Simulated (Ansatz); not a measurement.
**Strain and field gradients in TiC**

Cell: an entry of the Crystallography Open Database (COD), whose atoms a relaxation with PBE at fixed cell left in place.

```xyz
2
Lattice="0.0000 2.1640 2.1640 2.1640 0.0000 2.1640 2.1640 2.1640 0.0000" Properties=species:S:1:pos:R:3 pbc="T T T"
Ti    0.0000    0.0000    0.0000
C     2.1640    2.1640    2.1640
```

Sites (sets of like atoms) are named by element and the number of their first atom in this list.

All values are calculated (Ansatz; DFT, PBE, plane waves and PAW, scalar-relativistic, 420 eV cutoff, Γ-centred 18×18×18 k-points, Fermi–Dirac smearing 0.05 eV), not measured.

The cell is stretched along z (the third Cartesian axis of the run's cell), x and y held, and the ions relax again each time.

```
strain along z (%)  Ti: V along z (10²¹ V/m²)  C: V along z (10²¹ V/m²)
                -3                      -2.62                     -0.34
                -2                      -1.73                     -0.23
                -1                      -0.86                     -0.12
                 0                       0.00                      0.00
                +1                          ?                         ?
                +2                       1.67                      0.25
                +3                       2.47                      0.38
```

(1) Estimate the row at +1 % from the others.

Results:

(1) Ti: 0.85; C: 0.12. Worked for Ti: a straight line through the other 6 rows has a slope of 0.849 × 10²¹ V/m² per per cent of strain and gives 0.81 at +1 %, against 0.85 from the run, so the response is nearly linear here. For ⁴⁷Ti that is 6.2 MHz of C_Q per per cent. Worked for C: a straight line through the other 6 rows has a slope of 0.121 × 10²¹ V/m² per per cent of strain and gives 0.13 at +1 %, against 0.12 from the run, so the response is nearly linear here. Without strain Ti and C sit on a cubic site without a gradient, so the whole gradient comes from the strain.
